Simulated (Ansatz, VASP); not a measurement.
# One calculation of Na, two programs

```
CELL_PARAMETERS angstrom
0.00000 2.58815 2.58815
2.58815 0.00000 2.58815
2.58815 2.58815 0.00000
ATOMIC_POSITIONS crystal
Na 0.00000 0.00000 0.00000
```

Alike in both runs: task single point; functional revPBE; k mesh 17 × 17 × 17; occupations fermi-dirac, width 0.1 eV; no spin polarisation.

|  | VASP | Ansatz |
| --- | --- | --- |
| version | VASP 6.6.1 | Ansatz 0.2.0 |
| potentials or method | VASP PAW PBE potentials, release 64 (Na_pv) | plane waves (420 eV) with PAW, scalar-relativistic |
| plane-wave cutoff (eV) | 520 | 420 |
| valence electrons in the cell | 7 | 9 |

|  | VASP | Ansatz | Ansatz less VASP |
| --- | --- | --- | --- |
| pressure (GPa) | 1.2 | 1.1 | -0.03 |

The functional is the same, so the differences come from potentials, cutoffs and numerics. The two sets of potentials don't hold the same shells in valence.

Caveats: the PAW data sets were made with another functional, which shifts forces and pressure a little (VASP).
